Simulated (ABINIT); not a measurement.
Crystal: Be.

```
CELL_PARAMETERS angstrom
2.28530 0.00000 0.00000
-1.14265 1.97913 0.00000
0.00000 0.00000 3.58420
ATOMIC_POSITIONS crystal
Be 0.66667 0.33333 0.75000
Be 0.33333 0.66667 0.25000
```

* Program: ABINIT 10.8.3 (patched build)
* Task: relaxation of cell and atoms
* Functional: PBE
* Dispersion: D3
* Potentials or basis: JTH PAW PBE v2.0
* Cutoff: 517 eV
* k mesh: 13 × 13 × 8
* Occupations: fermi-dirac, width 0.05 eV
* Spin: no spin polarisation

At the start: pressure -7.8 GPa; volume 8.11 Å³/atom.

Question: How do energy, volume and symmetry change on relaxing?

Answer: Over 7 steps the energy falls by 13.6 meV/atom and the volume is 7.57 Å³/atom (-6.6 %); space group P6_3/mmc (No. 194, to 0.05 Å).

Step by step:
| step | energy change (eV) | largest force (eV/Å) | pressure (GPa) | volume (Å³) |
| --- | --- | --- | --- | --- |
| 1 | 0.0000 | 0.0000 | -7.82 | 16.21 |
| 2 | -0.0157 | 0.0000 | -5.25 | 15.83 |
| 3 | -0.0270 | 0.0000 | 0.30 | 15.11 |
| 4 | -0.0271 | 0.0000 | -0.01 | 15.15 |
| 5 | -0.0271 | 0.0000 | -0.06 | 15.15 |
| 6 | -0.0271 | 0.0000 | -0.02 | 15.15 |
| 7 | -0.0271 | 0.0000 | 0.00 | 15.14 |

Final structure:
```
Be
1.0
     2.23295    0.00000    0.00000
    -1.11648    1.93379    0.00000
     0.00000    0.00000    3.50705
Be
2
Direct
  0.66667 0.33333 0.75000
  0.33333 0.66667 0.25000
```

Caveat: pairwise dispersion overbinds metals, which lowers pressure and volume.
